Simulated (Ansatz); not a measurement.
**SiNi: single point with PBE**

Crystal: SiNi.

```
Ni Si
1.0
     2.94277    0.00000    0.00000
     0.00000    3.28033    0.00000
     0.00000    0.00000    4.67745
Ni Si
2 2
Direct
  0.50000 0.50000 0.34250
  0.00000 0.00000 0.65750
  0.50000 0.50000 0.84314
  0.00000 0.00000 0.15686
```

The cell is a database's computed one.

```yaml
Program: Ansatz 0.2.0
Task: single point
Functional: PBE
Potentials_or_basis: Ansatz PAW
Cutoff: 500 eV
Density_cutoff: 2000 eV
k_mesh: 9 × 8 × 6
Occupations: fermi-dirac, width 0.05 eV
Spin: collinear spin, ferromagnetic start
Starting_moments: "[1.0, 1.0, 0.0, 0.0] μB"
```

```json
{
  "Pressure": "6.7 GPa",
  "Largest force": "0.054 eV/Å",
  "Band gap on the k mesh": "none (metal or under the smearing width)",
  "Net moment": "0.00 μB per cell",
  "Absolute moment": "0.00 μB per cell"
}
```

Forces on the atoms (eV/Å):
```
Ni   0.000  0.000  0.054
Ni   0.000  0.000 -0.054
Si   0.000  0.000  0.022
Si   0.000  0.000 -0.022
```

Stress tensor (GPa, compression positive):
```
6.62 0.00 0.00
0.00 7.06 0.00
0.00 0.00 6.45
```

Levels at points of the mesh, in eV from the Fermi level:
Spin up:
```csv
k point,band 19,band 20,band 21,band 22,band 23,band 24,band 25,band 26
"(0.00, 0.00, 0.00)",-2.35,-2.04,-2.03,-1.39,1.23,2.73,5.17,5.54
"(0.00, 0.00, -0.50)",-2.72,-2.09,1.10,1.57,1.98,2.40,2.90,3.61
"(0.00, -0.50, 0.00)",-2.27,-2.27,-2.22,-2.22,1.16,1.16,4.99,4.99
"(0.00, -0.50, -0.50)",-2.08,-2.08,-2.05,-2.05,5.22,5.22,5.40,5.40
```
Spin down:
```
             k point  band 18  band 19  band 20  band 21  band 22  band 23  band 24  band 25  band 26  band 27
  (0.00, 0.00, 0.00)    -2.73    -2.35    -2.04    -2.03    -1.39     1.23     2.73     5.17     5.54     7.27
 (0.00, 0.00, -0.50)    -2.80    -2.72    -2.09     1.10     1.57     1.98     2.40     2.90     3.61     4.50
 (0.00, -0.50, 0.00)    -2.80    -2.27    -2.27    -2.22    -2.22     1.16     1.16     4.99     4.99     7.87
(0.00, -0.50, -0.50)    -2.58    -2.08    -2.08    -2.05    -2.05     5.22     5.22     5.40     5.40     7.15
```

Run time: 12 s on 2 threads of Arm Neoverse V2, with other jobs on the host, peak memory 0.54 GiB.

Caveat: the starting moments weren't kept.
